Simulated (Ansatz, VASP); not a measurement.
# One calculation of CsSnI3, two programs

```
Cs Sn I
1.0
     6.21000    0.00000    0.00000
     0.00000    6.21000    0.00000
     0.00000    0.00000    6.21000
Cs Sn I
1 1 3
Direct
  0.50000 0.50000 0.50000
  0.00000 0.00000 0.00000
  0.50000 0.00000 0.00000
  0.00000 0.50000 0.00000
  0.00000 0.00000 0.50000
```

Alike in both runs: task relaxation of cell and atoms; functional LDA; k mesh 6 × 6 × 6; no spin polarisation.

|  | VASP | Ansatz |
| --- | --- | --- |
| version | VASP 6.6.1 | Ansatz 0.2.0 |
| potentials or method | VASP PAW LDA potentials, release 64 (Cs_sv, Sn_d, I) | scalar-relativistic, plane waves, PAW |
| plane-wave cutoff (eV) | 600 | 420 |
| occupations | gaussian, width 0.01 eV | fixed |
| valence electrons in the cell | 44 | 74 |

```csv
,VASP,Ansatz,Ansatz less VASP
"gap on the k mesh at the Fermi level, each at its own relaxed structure (eV)",none,none,-
relaxed volume (Å³/atom),44.05,43.98,-0.076
relaxed cell length with the largest relative difference (Å),6.039,6.036,-0.0035
energy change over the relaxation (meV/atom),-19,-20,-0.7
```

A gap of «none» marks a metal or a gap that the smearing closes. The two sets of potentials don't hold the same shells in valence. Ansatz warned: «forces_off_the_residual_converged_image».

Spin-orbit coupling is left out, which matters for the levels of Cs, I.
